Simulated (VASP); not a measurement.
# Settings for CdS: self-consistent run

CdS, P1 (no. 1), 4 atoms in the cell. PBE; PAW potentials Cd, S (PBE set). VASP 6.6.1. The atoms are moved at random off their ideal places.

Wanted: energy within 1 meV/atom; forces within 0.005 eV/Å; pressure within 0.1 GPa.

POSCAR:
```
CdS
1.0
    4.1500000000      0.0000000000      0.0000000000
   -2.0750000000      3.5940054257      0.0000000000
    0.0000000000      0.0000000000      6.7370000000
Cd S
2 2
Direct
    0.6663680000      0.3293650000      0.4992170000
    0.3415250000      0.6760710000      0.0033430000
    0.6657060000      0.3337280000      0.8755720000
    0.3359520000      0.6688020000      0.3759430000
```

## FFT grids and symmetry tolerance typed by hand

| FFT grids and symmetry tolerance typed by hand | Energy less reference (meV/atom) | Forces, largest deviation (eV/Å) | Pressure (GPa) | SCF iterations | Time (s) |
|---|---|---|---|---|---|
| default | 0.0 | 0.0000 | 2.31 | 17 | 192 |
| NGX, NGY, NGZ = 38, 38, 62 | 0.0 | 0.0005 | 2.31 | 17 | 348 |
| NGX, NGY, NGZ = 24, 24, 38 | 0.0 | 0.0018 | 2.31 | 17 | 77 |
| NGX, NGY, NGZ = 20, 20, 32 | 0.0 | 0.0026 | 2.31 | 17 | 80 |
| NGX, NGY, NGZ = 16, 16, 26 | -3.2 | 0.0049 | 2.47 | 17 | 60 |
| NGXF, NGYF, NGZF = 44, 44, 70 | 0.0 | 0.0020 | 2.31 | 17 | 169 |
| NGXF, NGYF, NGZF = 88, 88, 140 | 0.0 | 0.0006 | 2.31 | 17 | 174 |
| SYMPREC = 0.001 | 0.0 | 0.0000 | 2.31 | 17 | 183 |
| SYMPREC = 1e-08 | 0.0 | 0.0000 | 2.31 | 17 | 168 |
| EWALD_CUTOFF = 2.0 | -3687.5 | 2.0663 | -40.68 | 17 | 162 |
| EWALD_CUTOFF = 8.0 | 0.0 | 0.0000 | 2.31 | 17 | 225 |

Chosen: NGX, NGY, NGZ = 24, 24, 38, the fastest of those that stay within half of the tolerance.

## The input

INCAR:
```
PREC = Accurate
ENCUT = 450
EDIFF = 1E-7
ISMEAR = 0
SIGMA = 0.02
LREAL = F
LASPH = T
ALGO = Normal
NELM = 100
ISIF = 2
LWAVE = F
LCHARG = F
NGX = 24
NGY = 24
NGZ = 38
```

KPOINTS:
```
k-points
0
Gamma
  6 6 4
```

Commands:
```
cat potpaw_PBE.64/Cd/POTCAR potpaw_PBE.64/S/POTCAR > POTCAR
mpirun -np 1 vasp_std > vasp.out
```

The chosen input took VASP 6.6.1 77 s on 1 core (Intel Xeon Platinum 8488C (Sapphire Rapids)), a shared host.

## An input that fails: an FFT grid typed too coarse

It runs to its end, but against the unchanged starting input it is off by 9.5 meV/atom in the energy, 0.1526 eV/Å in the forces, 0.30 GPa in the pressure.

Changes against the starting input:
```
+ NGX = 12
+ NGY = 12
+ NGZ = 18
```
